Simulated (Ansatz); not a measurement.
Crystal: Cr.

```xyz
1
Lattice="-0.0174 1.8156 1.8107 1.8310 -0.0170 1.8103 1.8559 1.8401 -0.0419" Properties=species:S:1:pos:R:3 pbc="T T T"
Cr    0.0000    0.0000    0.0000
```

This isn't the form of Cr at room conditions, which is bcc.

The cell isn't the ideal one: cell sheared at random, sigma 0.01, atoms nudged by 0.01 Å.

Alike in all runs: program Ansatz 0.2.0; functional PBE; potentials or basis Ansatz PAW; cutoff 420 eV (not typed: the program's choice for these potentials); k mesh 10 × 10 × 10; occupations fermi-dirac, width 0.05 eV.

Starts and where they ended:

```tsv
start	free energy over the lowest (meV/atom)	net moment (μB)	site or absolute moments (μB)	gap
collinear spin, ferromagnetic start of up to 3.8 μB; fixed moment 3.8	1805.2	3.80	Cr +3.30	-
collinear spin, ferromagnetic start of up to 3 μB; fixed moment 3	989.4	3.00	Cr +2.63	-
collinear spin, ferromagnetic start of up to 2.2 μB; fixed moment 2.2	477.9	2.20	Cr +1.96	-
collinear spin, ferromagnetic start of up to 4.5 μB; fixed moment 4.5	2744.3	4.50	Cr +3.83	-
collinear spin, ferromagnetic start of up to 6 μB; fixed moment 6	7265.9	6.00	Cr +4.75	-
collinear spin, ferromagnetic start of up to 0.8 μB; fixed moment 0.8	46.0	0.80	Cr +0.72	-
collinear spin, program default start; fixed moment 0	0.0	0.00	-	-
collinear spin, ferromagnetic start of up to 1.5 μB; fixed moment 1.5	200.9	1.50	Cr +1.35	-
```

All polarised runs hold their moment fixed, so the table maps the energy against it. A still lower state may exist.

Caveats: the total moment is fixed, so each spin has its own Fermi level.
